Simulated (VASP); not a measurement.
# Li (a cell with a defect): single point with PBE

The system is Li (a cell with a defect).

```
CELL_PARAMETERS angstrom
-3.44535 3.44535 3.44535
3.44535 -3.44535 3.44535
3.44535 3.44535 -3.44535
ATOMIC_POSITIONS crystal
Li 0.99712 0.00073 0.32245
Li 0.99642 0.48094 0.98820
Li 0.00002 0.56236 0.49978
Li 0.48554 0.00002 0.99456
Li 0.55043 0.99978 0.49598
Li 0.44023 0.43893 0.93995
Li 0.51441 0.51915 0.50873
```

```json
{
  "Program": "VASP 6.6.1",
  "Task": "single point",
  "Functional": "PBE",
  "Potentials or basis": "VASP PAW PBE potentials, release 64 (Li_sv)",
  "Cutoff": "520 eV",
  "k mesh": "3 × 3 × 3",
  "Occupations": "gaussian, width 0.1 eV",
  "Spin": "no spin polarisation",
  "Dipole correction": "no",
  "Further INCAR settings": "ALGO = Fast; EDIFF = 1e-07; NBANDS = 20"
}
```

```
Largest force          : 0.067 eV/Å
Band gap on the k mesh : none (metal or under the smearing width)
```

Forces in eV/Å, atoms in the order of the input:
```
Li  -0.040 -0.038  0.039
Li  -0.007  0.038 -0.035
Li  -0.013 -0.006  0.000
Li   0.032 -0.018 -0.034
Li  -0.005 -0.006  0.007
Li   0.000 -0.008  0.013
Li   0.033  0.039  0.010
```

Levels at points of the mesh, in eV from the Fermi level:
```
           k point  band 7  band 8  band 9  band 10  band 11  band 12  band 13  band 14
(0.00, 0.00, 0.00)  -46.73   -3.37    0.23     0.37     0.39     0.91     0.93     1.35
```

Wall time 3.8 min on 1 thread of AMD EPYC 7571, on a shared host, peak memory 0.27 GiB.

Caveat: the k mesh is coarse (spacing up to 0.43 Å⁻¹), so the values aren't converged.
